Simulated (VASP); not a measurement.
Input of a VASP 6.6.1 run:

The input INCAR:

```
SYSTEM = CaF2
PREC = Accurate ; ENCUT = 520
EDIFF = 1E-6 ; ISMEAR = 0
SIGMA = 0.02 ; LREAL = .FALSE.
LASPH = .TRUE. ; NELM = 80
ALGO = Fast ; ISIF = 2
LWAVE = .FALSE. ; LCHARG = .TRUE.
GGA = PS ; LELF = .TRUE.
LVHAR = .TRUE. ; NBANDS = 19
```

KPOINTS

```
regular mesh
0
G
  8 8 8
  0 0 0
```

The input POSCAR:

```
CaF2
1.0
    0.0000000000      2.7104105955      2.7104105955
    2.7104105955      0.0000000000      2.7104105955
    2.7104105955      2.7104105955      0.0000000000
Ca F
1 2
Direct
    0.0000000000      0.0000000000      0.0000000000
    0.2500000000      0.2500000000      0.2500000000
    0.7500000000      0.7500000000      0.7500000000
```

Potentials or basis: VASP PAW PBE potentials, release 64 (Ca_sv, F).

Launch:

```bash
$ cat potpaw_PBE.64/Ca_sv/POTCAR potpaw_PBE.64/F/POTCAR > POTCAR
$ mpirun -np 1 vasp_std > vasp.out
```

**Question.** Predict the band gap on the k mesh.

**Answer.** 7.22 eV, indirect (least direct gap 7.48 eV).

**Question.** Estimate the pressure.

**Answer.** 0.2 GPa.

Caveat: the PAW data sets were made with another functional, which shifts forces and pressure a little. A k mesh can miss the band edges.
